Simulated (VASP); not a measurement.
# PtSe2 (P-3m1) in VASP: notebook

The runs below take PtSe2 through relaxation of cell and atoms, with PBE+D3(BJ).

All numbers are computed with VASP 6.6.1; they aren't measurements. Logs are shortened: lines on timing, memory, paths and dates and some standing lists are left out, and cuts for length are marked.

### 1 Starting point

It takes space group P-3m1 (No. 164, trigonal). Conventional cell: a = 3.724 Å, b = 3.724 Å, c = 5.062 Å, α = 90.00°, β = 90.00°, γ = 120.00°. Around Pt (site symmetry -3m) lie 6 Se at 2.49 Å. Se (site symmetry 3m) has 3 Pt at 2.49 Å as nearest neighbours.

### 2 Relaxation of cell and atoms, PBE+D3(BJ)

The input, INCAR:

```
PREC = Accurate
ENCUT = 520
EDIFF = 1E-7
ISMEAR = 0
SIGMA = 0.02
LREAL = False
LASPH = True
NELM = 80
ALGO = Normal
ISIF = 3
LWAVE = False
LCHARG = False
GGA = PE
IVDW = 12
IBRION = 2
NSW = 80
EDIFFG = -0.002
```

The input, KPOINTS:

```
Automatic mesh
0
Gamma
  3 3 1
```

The input, POSCAR:

```
PtSe2
1.0
    3.7240000000      0.0000000000      0.0000000000
   -1.8620000000      3.2250786000      0.0000000000
    0.0000000000      0.0000000000      5.0620000000
Pt Se
1 2
Direct
    0.0000000000      0.0000000000      0.0000000000
    0.3333333300      0.6666666700      0.2500000000
    0.6666666700      0.3333333300      0.7500000000
```

Potentials or basis: VASP PAW PBE potentials, release 64 (Pt, Se).

The run is started by

```
cat potpaw_PBE.64/Pt/POTCAR potpaw_PBE.64/Se/POTCAR > POTCAR
mpirun -np 1 vasp_std > vasp.out
```

OUTCAR:

```text
PREC = Accurate
   ENCUT = 520
   EDIFF = 1E-7
   ISMEAR = 0
   LREAL = False
   LASPH = True
   NELM = 80
   ISIF = 3
   GGA = PE
   IVDW = 12
   IBRION = 2
   NSW = 80
   EDIFFG = -0.002
 IVDW          = 12

 ion  position               nearest neighbor table
   1  0.000  0.000  0.000-   2 2.49   3 2.49   2 2.49   3 2.49   3 2.49   2 2.49
   2  0.333  0.667  0.250-   1 2.49   1 2.49   1 2.49
   3  0.667  0.333  0.750-   1 2.49   1 2.49   1 2.49

  LATTYP: Found a hexagonal cell.
 ALAT       =     3.7240000000
 C/A-ratio  =     1.3592910849

  Lattice vectors:

 A1 = (   3.7240000000,   0.0000000000,   0.0000000000)
 A2 = (  -1.8620000000,   3.2250786000,   0.0000000000)
 A3 = (   0.0000000000,   0.0000000000,   5.0620000000)

Analysis of symmetry for initial positions (statically):
=====================================================================
 Subroutine PRICEL returns:
 Original cell was already a primitive cell.

 Routine SETGRP: Setting up the symmetry group for a
 hexagonal supercell.

 Subroutine GETGRP returns: Found 12 space group operations
 (whereof 12 operations were pure point group operations)
 out of a pool of 24 trial point group operations.

The static configuration has the point symmetry D_3d.

Analysis of symmetry for dynamics (positions and initial velocities):
=====================================================================
 Subroutine PRICEL returns:
 Original cell was already a primitive cell.

 Routine SETGRP: Setting up the symmetry group for a
 hexagonal supercell.

 Subroutine GETGRP returns: Found 12 space group operations
 (whereof 12 operations were pure point group operations)
 out of a pool of 24 trial point group operations.

The dynamic configuration has the point symmetry D_3d.

 Subroutine INISYM returns: Found 12 space group operations
 (whereof 12 operations are pure point group operations),
 and found     1 'primitive' translations

----------------------------------------------------------------------------------------

                                     Primitive cell

  volume of cell :      60.7956

  direct lattice vectors                    reciprocal lattice vectors
     3.724000000  0.000000000  0.000000000     0.268528464  0.155034981  0.000000000
    -1.862000000  3.225078600  0.000000000     0.000000000  0.310069962  0.000000000
     0.000000000  0.000000000  5.062000000     0.000000000  0.000000000  0.197550375

  length of vectors
     3.724000000  3.723999997  5.062000000     0.310069962  0.310069962  0.197550375

  position of ions in fractional coordinates (direct lattice)
     0.000000000  0.000000000  0.000000000
     0.333333330  0.666666670  0.250000000
     0.666666670  0.333333330  0.750000000

  ion indices of the primitive-cell ions
   primitive index   ion index
                 1           1
                 2           2
                 3           3

----------------------------------------------------------------------------------------

 KPOINTS: Automatic mesh

Automatic generation of k-mesh.
 Grid dimensions read from file:
 generate k-points for:    3    3    1

 Generating k-lattice:

  Cartesian coordinates                     Fractional coordinates (reciprocal lattice)
     0.089509488  0.051678327  0.000000000     0.333333333  0.000000000  0.000000000
     0.000000000  0.103356654  0.000000000     0.000000000  0.333333333  0.000000000
     0.000000000  0.000000000  0.197550375     0.000000000  0.000000000  1.000000000

  Length of vectors
     0.103356654  0.103356654  0.197550375

  Shift w.r.t. Gamma in fractional coordinates (k-lattice)
     0.000000000  0.000000000  0.000000000

 Subroutine IBZKPT returns following result:
 ===========================================

 Found      3 irreducible k-points:

 Following reciprocal coordinates:
            Coordinates               Weight
  0.000000  0.000000  0.000000      1.000000
  0.333333 -0.000000  0.000000      6.000000
  0.333333  0.333333  0.000000      2.000000
   k-points           NKPTS =      3   k-points in BZ     NKDIM =      3   number of bands    NBANDS=     15
   number of dos      NEDOS =    301   number of ions     NIONS =      3
   total plane-waves  NPLWV =  31360
   dimension x,y,z NGX =    28 NGY =   28 NGZ =   40
   dimension x,y,z NGXF=    56 NGYF=   56 NGZF=   80
   ions per type =               1   2
   NGX,Y,Z   is equivalent  to a cutoff of  12.50, 12.50, 13.14 a.u.
   NGXF,Y,Z  is equivalent  to a cutoff of  25.00, 25.00, 26.27 a.u.
 SYSTEM =  unknown system
   PREC   = accura    normal or accurate (medium, high low for compatibility)
   ISTART =      0    job   : 0-new  1-cont  2-samecut
   ICHARG =      2    charge: 1-file 2-atom 10-const
   ISPIN  =      1    spin polarized calculation?
   LNONCOLLINEAR =      F non collinear calculations
   LSORBIT =      F    spin-orbit coupling
   LASPH  =      T    aspherical Exc in radial PAW
   ENCUT  =  520.0 eV  38.22 Ry    6.18 a.u.   6.92  6.92  9.41*2*pi/ulx,y,z
   NELM   =     80;   NELMIN=  2; NELMDL= -5     # of ELM steps
   EDIFF  = 0.1E-06   stopping-criterion for ELM
   LREAL  =      F    real-space projection
   EDIFFG = -.2E-02   stopping-criterion for IOM
   NSW    =     80    number of steps for IOM
   IBRION =      2    ionic relax: 0-MD 1-quasi-New 2-CG
   NFREE  =      1    steps in history (QN), initial steepest desc. (CG)
   ISIF   =      3    stress and relaxation
   ISYM   =      2    0-nonsym 1-usesym 2-fastsym
   POTIM  = 0.5000    time-step for ionic-motion
   TEBEG  =    0.0;   TEEND  =   0.0 temperature during run
   PSTRESS=    0.0 pullay stress
   NELECT =      22.0000    total number of electrons
   NUPDOWN=      -1.0000    fix difference up-down
   EMIN   =  10.00;   EMAX   =-10.00  energy-range for DOS
   EFERMI =   0.00;   METHOD = LEGACY
   ISMEAR =     0;   SIGMA  =   0.02  broadening in eV -4-tet -1-fermi 0-gaus
   EFERMI_NEDOS =   21; number of points for ismear=-14 and -15
   IALGO  =     38    algorithm
   IMIX   =      4    mixing-type and parameters
     AMIX     =   0.40;   BMIX     =  1.00
     AMIX_MAG =   1.60;   BMIX_MAG =  1.00
  volume/ion in A,a.u.               =      20.27       136.76
  Fermi-wavevector in a.u.,A,eV,Ry     =   1.166608  2.204570 18.517184  1.360975
  Thomas-Fermi vector in A             =   2.303119
   LORBIT       =      0    0 simple, 1 ext, 2 COOP (PROOUT), +10 PAW based schemes
   GGA     = PE    functional components
   LHFCALC =     F    Hartree Fock is set to
   AEXX    =    0.0000 exact exchange contribution
   IVDW    =    12    specifies the selected vdW correction
   LEPSILON=     F    determine dielectric tensor
   LRPA    =     F    only Hartree local field effects (RPA)
 conjugate gradient relaxation of ions
 non-spin polarized calculation
 Gauss-broadening in eV      SIGMA  =   0.02
  energy-cutoff  :      520.00
  volume of cell :       60.80
 maximum number of plane-waves:      1639
 NGX is ok and might be reduce to    28
   NGX = 13   NGY = 13   NGZ = 19

--------------------------------------- Ionic step        1  -------------------------------------------

 number of electron      21.9999999 magnetization

 Free energy of the ion-electron system (eV)
  ---------------------------------------------------
  ext. energy  EPLUGINS =         0.00000000
  ---------------------------------------------------
  free energy    TOTEN  =       -14.39605394 eV

  energy without entropy =      -14.39205923  energy(sigma->0) =      -14.39405658

------------------------ aborting loop because EDIFF is reached ----------------------------------------

 Edisp (eV)   -1.43094

 E8    (eV) :    -0.6140

  FORCE on cell =-STRESS in cart. coord.  units (eV):
  Direction    XX          YY          ZZ          XY          YZ          ZX
  --------------------------------------------------------------------------------------
  -------------------------------------------------------------------------------------
  Total       0.79942     0.79942     0.60695     0.00000     0.00000     0.00000
  in kB      21.06756    21.06756    15.99528     0.00000     0.00000     0.00000
  external pressure =       19.38 kB  Pullay stress =        0.00 kB
[... 100 lines left out ...]
  FREE ENERGIE OF THE ION-ELECTRON SYSTEM (eV)
  ---------------------------------------------------
  free  energy   TOTEN  =       -15.8484098764 eV

  energy  without entropy=      -15.8444151747  energy(sigma->0) =      -15.84641253

[... ionic steps 4 to 9 ...]

--------------------------------------- Ionic step       10  -------------------------------------------

 number of electron      22.0000000 magnetization

------------------------ aborting loop because EDIFF is reached ----------------------------------------

 Edisp (eV)   -1.47156

 E8    (eV) :    -0.6320
[... 71 lines left out ...]
  energy  without entropy=      -15.8741971525  energy(sigma->0) =      -15.87619450

--------------------------------------- Ionic step       12  -------------------------------------------

 number of electron      21.9999999 magnetization

 Free energy of the ion-electron system (eV)
  ---------------------------------------------------
  ext. energy  EPLUGINS =         0.00000000
  ---------------------------------------------------
  free energy    TOTEN  =       -14.40713868 eV

  energy without entropy =      -14.40314397  energy(sigma->0) =      -14.40514133

 E-fermi :   6.6667     XC(G=0): -10.8261

 val. band max:        5.8197820643   @ k =   0.0000   0.0000   0.0000
 cond. band min:       6.6762686262   @ k =   0.3333   0.3333   0.0000
 fundamental gap:      0.8564865619
 Fermi energy:         6.6667299809

 k-point     1 :       0.0000    0.0000    0.0000
  band No.  band energies     occupation
      1      -8.9459      2.00000
      2      -6.0226      2.00000
      3      -0.5545      2.00000
      4       0.5133      2.00000
      5       0.5133      2.00000
      6       2.8425      2.00000
      7       2.8425      2.00000
      8       4.0851      2.00000
      9       5.8198      2.00000
     10       5.8198      2.00000
     11       7.3847      0.00000
     12       7.9256      0.00000
     13       7.9256      0.00000
     14      10.2943      0.00000
     15      10.9974      0.00000

 k-point     2 :       0.3333   -0.0000    0.0000
  band No.  band energies     occupation
      1      -7.8645      2.00000
      2      -6.4799      2.00000
      3       0.3360      2.00000
      4       0.8993      2.00000
      5       1.0268      2.00000
      6       1.6434      2.00000
      7       2.6334      2.00000
      8       3.0836      2.00000
      9       4.1363      2.00000
     10       4.3845      2.00000
     11       4.7024      2.00000
     12       7.8608      0.00000
     13       8.8622      0.00000
     14      11.6732      0.00000
     15      13.1562      0.00000

 k-point     3 :       0.3333    0.3333    0.0000
  band No.  band energies     occupation
      1      -6.8889      2.00000
      2      -6.8889      2.00000
      3      -0.1430      2.00000
      4       0.6765      2.00000
      5       0.6765      2.00000
      6       2.0677      2.00000
      7       2.0677      2.00000
      8       3.1167      2.00000
      9       4.2317      2.00000
     10       5.0564      2.00000
     11       5.0564      2.00000
     12       6.6763      0.50000
     13       6.6763      0.50000
     14      10.4698      0.00000
     15      14.5720      0.00000
[... 32 lines left out ...]
  FREE ENERGIE OF THE ION-ELECTRON SYSTEM (eV)
  ---------------------------------------------------
  free  energy   TOTEN  =       -15.8781991101 eV

  energy  without entropy=      -15.8742044085  energy(sigma->0) =      -15.87620176

 reached required accuracy - stopping structural energy minimisation
```

Wall time 44 s (1 thread of AMD EPYC 7R13 (Zen 3), shared host); peak memory 0.16 GiB.

Results:

- Free energy: -15.8782 eV
- Relaxed volume: 19.77 Å³/atom
- Relaxed cell: a = 3.712 Å, b = 3.712 Å, c = 4.972 Å, α = 90.00°, β = 90.00°, γ = 120.00°
- Space group after relaxing (to 0.05 Å): P-3m1 (No. 164)
- Energy gained by relaxing: 17.1 meV/atom
- Ionic steps: 12
- Pressure after relaxing: 0.0 GPa
- Band gap on the k mesh: none (metal or under the smearing width)
- Dispersion energy per atom: -0.490 eV

The path:
| step | energy change (eV) | largest force (eV/Å) | pressure (GPa) | volume (Å³) |
| --- | --- | --- | --- | --- |
| 1 | 0.0000 | 0.7896 | 1.94 | 60.80 |
| 2 | -0.0015 | 0.1592 | -4.71 | 62.98 |
| 3 | -0.0214 | 0.2874 | -1.62 | 61.88 |
| 4 | -0.0402 | 0.1587 | -0.93 | 60.84 |
| 5 | -0.0478 | 0.0087 | -0.04 | 59.69 |
| 6 | -0.0510 | 0.0112 | -0.07 | 59.42 |
| 7 | -0.0512 | 0.0183 | -0.07 | 59.33 |
| 8 | -0.0512 | 0.0176 | -0.07 | 59.34 |
| 9 | -0.0512 | 0.0141 | 0.18 | 59.26 |
| 10 | -0.0512 | 0.0041 | 0.04 | 59.30 |
| 11 | -0.0512 | 0.0053 | 0.03 | 59.31 |
| 12 | -0.0512 | 0.0018 | 0.01 | 59.32 |

Final structure:
```cif
data_structure
_symmetry_space_group_name_H-M 'P 1'
_symmetry_Int_Tables_number 1
_cell_length_a 3.7118
_cell_length_b 3.7118
_cell_length_c 4.9719
_cell_angle_alpha 90.000
_cell_angle_beta 90.000
_cell_angle_gamma 120.000
_cell_volume 59.32
loop_
_atom_site_label
_atom_site_type_symbol
_atom_site_fract_x
_atom_site_fract_y
_atom_site_fract_z
_atom_site_occupancy
Pt1 Pt 0.00000 0.00000 0.00000 1
Se1 Se 0.33333 0.66667 0.26476 1
Se2 Se 0.66667 0.33333 0.73524 1
```

Caveat: the k mesh is coarse (spacing up to 1.24 Å⁻¹), so the values aren't converged; pairwise dispersion overbinds metals, which lowers pressure and volume.

### 3 Relaxation of cell and atoms, PBE+D3(BJ)

This run uses another cell than the first one, of 19.77 Å³/atom, 0.976 times its volume.

INCAR is that of step 2.

KPOINTS is that of step 2.

The input, POSCAR:

```
PtSe2                                   
1.0
    3.7118123349     -0.0000000000     -0.0000000000
   -1.8559061675      3.2145237725     -0.0000000000
    0.0000000000      0.0000000000      4.9719103897
  Pt              Se            
     1     2
Direct
     0.0000000000000000    0.0000000000000000    1.0000000000000000
     0.3333333300000021    0.6666666699999979    0.2647592397429711
     0.6666666699999979    0.3333333300000021    0.7352407602570291
```

Potentials or basis: VASP PAW PBE potentials, release 64 (Pt, Se).

The run is started by

```
cat potpaw_PBE.64/Pt/POTCAR potpaw_PBE.64/Se/POTCAR > POTCAR
mpirun -np 1 vasp_std > vasp.out
```

It took 20 s on 1 thread of AMD EPYC 7R13 (Zen 3), shared host; peak memory 0.15 GiB.

The run converged. Its results:

```
Free energy                            : -15.8779 eV
Relaxed volume                         : 19.78 Å³/atom
Relaxed cell                           : a = 3.712 Å, b = 3.712 Å, c = 4.972 Å, α = 90.00°, β = 90.00°, γ = 120.00°
Space group after relaxing (to 0.05 Å) : P-3m1 (No. 164)
Energy gained by relaxing              : 0.0 meV/atom
Ionic steps                            : 9
Pressure after relaxing                : 0.0 GPa
Band gap on the k mesh                 : none (metal or under the smearing width)
Dispersion energy per atom             : -0.490 eV
```

Final structure:
```
Pt Se
1.0
     3.71190    0.00000    0.00000
    -1.85595    3.21460    0.00000
     0.00000    0.00000    4.97227
Pt Se
1 2
Cartesian
  0.0000 0.0000 0.0000
  0.0000 2.1431 1.3163
  1.8560 1.0715 3.6560
```

Levels at points of the mesh, in eV from the Fermi level:
| k point | band 8 | band 9 | band 10 | band 11 | band 12 | band 13 | band 14 | band 15 |
| --- | --- | --- | --- | --- | --- | --- | --- | --- |
| (0.00, 0.00, 0.00) | -2.58 | -0.85 | -0.85 | 0.72 | 1.26 | 1.26 | 3.63 | 4.33 |

Caveat: the k mesh is coarse (spacing up to 1.26 Å⁻¹), so the values aren't converged; pairwise dispersion overbinds metals, which lowers pressure and volume. Spin-orbit coupling is left out, which matters for the levels of Pt.
